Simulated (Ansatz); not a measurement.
# Ta4N3: the cost of one run

Computed with Ansatz 0.2.0 (DFT PBE, scalar-relativistic, plane waves, PAW, unless a step's input says otherwise).

## 1. The structure to begin with

The structure is orthorhombic, space group Pmmm (No. 47). The conventional cell has a = 4.170 Å, b = 4.810 Å, c = 5.705 Å, α = 90.00°, β = 90.00°, γ = 90.00°. Around Ta (site symmetry m) lie 1 N at 1.31 Å. Around N (site symmetry m2m) lie 2 Ta at 1.31 Å. N (site symmetry mmm) is surrounded by 8 Ta at 3.17 Å.

Coordinates:

```
Ta N
1.0
     4.16986    0.00000    0.00000
     0.00000    4.80987    0.00000
     0.00000    0.00000    5.70465
Ta N
4 3
Direct
  0.24267 0.67771 0.00000
  0.75733 0.67771 0.00000
  0.75733 0.32229 0.00000
  0.24267 0.32229 0.00000
  0.50000 0.16624 0.00000
  0.50000 0.83376 0.00000
  0.50000 0.50000 0.50000
```

Recipe of the guess: random cell by space group and Wyckoff sites (Pmmm, No. 47). Its size is a rough estimate.

## 2. The guess as it stands, on a coarse mesh

input.yaml

```yaml
crystal:
  lattice:
    - [4.16986423, 0.0, 0.0]
    - [0.0, 4.80987101, 0.0]
    - [0.0, 0.0, 5.7046534]
  atoms:
    - { symbol: Ta, position: [0.24266815, 0.67771374, 0.0] }
    - { symbol: Ta, position: [0.75733185, 0.67771374, 0.0] }
    - { symbol: Ta, position: [0.75733185, 0.32228626, 0.0] }
    - { symbol: Ta, position: [0.24266815, 0.32228626, 0.0] }
    - { symbol: "N", position: [0.5, 0.166243, 0.0] }
    - { symbol: "N", position: [0.5, 0.833757, 0.0] }
    - { symbol: "N", position: [0.5, 0.5, 0.5] }
basis:
  ecutwfc: 420
kpoints:
  mp_grid: { grid: [4, 4, 4] }
hamiltonian:
  xc: pbe
scf:
  occupations: { method: gaussian, width: 0.1 }
  lower_state_search: "off"
output:
  forces: true
  stress: true
  eigenvalues: true
```

On the command line:

```console
> ansatz run input.yaml --threads 1 --pin off --max-ram 2560MiB --backend cpu --events-out ev --progress --plain --runs-dir out
```

Q: Estimate wall time and peak memory on 1 thread of Intel Xeon 6975P-C (Granite Rapids), shared host.

About 4.5 s, with a peak of 0.46 GiB.
